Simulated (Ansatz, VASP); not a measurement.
**Mo in VASP and in Ansatz**

File INCAR:

```
SYSTEM = Mo
PREC = Accurate
ENCUT = 520
EDIFF = 1E-6
ISMEAR = -1
SIGMA = 0.1
LREAL = .FALSE.
LASPH = .TRUE.
NELM = 80
ALGO = Normal
ISIF = 2
LWAVE = .FALSE.
LCHARG = .TRUE.
GGA = PE
LELF = .TRUE.
LVHAR = .TRUE.
NBANDS = 13
```

File KPOINTS:

```
regular mesh
0
G
  13 13 13
  0 0 0
```

File POSCAR:

```
Mo
1.0
   -1.5467417963      1.5467417963      1.5467417963
    1.5467417963     -1.5467417963      1.5467417963
    1.5467417963      1.5467417963     -1.5467417963
Mo
1
Direct
    0.0000000000      0.0000000000      0.0000000000
```

Input for Ansatz:

```yaml
crystal:
  lattice:
    - [-1.5467417962718055, 1.5467417962718055, 1.5467417962718055]
    - [1.5467417962718055, -1.5467417962718055, 1.5467417962718055]
    - [1.5467417962718055, 1.5467417962718055, -1.5467417962718055]
  atoms:
    - { symbol: Mo, position: [0.0, 0.0, 0.0] }
basis:
  ecutwfc: 500.0
kpoints:
  mp_grid:
    grid: [13, 13, 13]
hamiltonian:
  xc: pbe
scf:
  occupations:
    method: fermi_dirac
    width: 0.1
output:
  stress: true
```

Alike in both runs: task single point; functional PBE; k mesh 13 × 13 × 13; occupations fermi-dirac, width 0.1 eV; no spin polarisation.

|  | VASP | Ansatz |
| --- | --- | --- |
| version | VASP 6.6.1 | Ansatz 0.2.0 |
| potentials or method | VASP PAW PBE potentials, release 64 (Mo_sv) | plane waves, PAW |
| plane-wave cutoff (eV) | 520 | 500 |
| valence electrons in the cell | 14 | 14 |

|  | VASP | Ansatz | Ansatz less VASP |
| --- | --- | --- | --- |
| pressure (GPa) | 19.6 | 18.9 | -0.69 |

The functional is the same, so the differences come from potentials, cutoffs and numerics.

Caveats: so large a pressure means that the cell lies far from this level's equilibrium, or that cutoff or potentials fall short (VASP).
